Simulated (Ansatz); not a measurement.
# N: the cost of one run

Method: DFT PBE, scalar-relativistic, plane waves, PAW, in Ansatz 0.2.0.

## 1. The system as given

Symmetry: Imma, No. 74, orthorhombic system. The conventional cell has a = 3.383 Å, b = 5.030 Å, c = 3.718 Å, α = 90.00°, β = 90.00°, γ = 90.00°. P (site symmetry mm2) is surrounded by 4 P at 2.24 to 2.55 Å.

As a file:

```cif
data_structure
_symmetry_space_group_name_H-M 'Imma'
_symmetry_Int_Tables_number 74
_cell_length_a 3.3830
_cell_length_b 5.0303
_cell_length_c 3.7179
_cell_angle_alpha 90.000
_cell_angle_beta 90.000
_cell_angle_gamma 90.000
_cell_volume 63.27
loop_
_atom_site_label
_atom_site_type_symbol
_atom_site_symmetry_multiplicity
_atom_site_Wyckoff_symbol
_atom_site_fract_x
_atom_site_fract_y
_atom_site_fract_z
_atom_site_occupancy
P1 P 4 e 0.50000 0.25000 0.55331 1
```

The structure comes from the Materials Project (structure only).

## 2. One element swapped, cell strained: P → N, first probe

The change: N takes all sites of P, and lengths are scaled by 0.798 as a first guess of the size; strain xx, yy, zz, yz, xz, xy = -3.1, -3.1, -3.1, +0.0, +0.0, +0.0 %.

Contents of input.yaml:

```yaml
crystal:
  lattice:
    - [-1.3087619166, 1.9460435533, 1.4383096925]
    - [1.3087619166, -1.9460435533, 1.4383096925]
    - [1.3087619166, 1.9460435533, -1.4383096925]
  atoms:
    - { symbol: "N", position: [0.80330911, 0.05330911, 0.75] }
    - { symbol: "N", position: [0.19669089, 0.94669089, 0.25] }
basis:
  ecutwfc: 420
kpoints:
  mp_grid: { grid: [10, 10, 10] }
hamiltonian:
  xc: pbe
scf:
  occupations: { method: gaussian, width: 0.1 }
output:
  forces: true
  stress: true
  eigenvalues: true
```

Q: Estimate wall time and peak memory on 1 thread of an x86-64 CPU, shared host.

About 2.1 s, with a peak of 0.34 GiB.
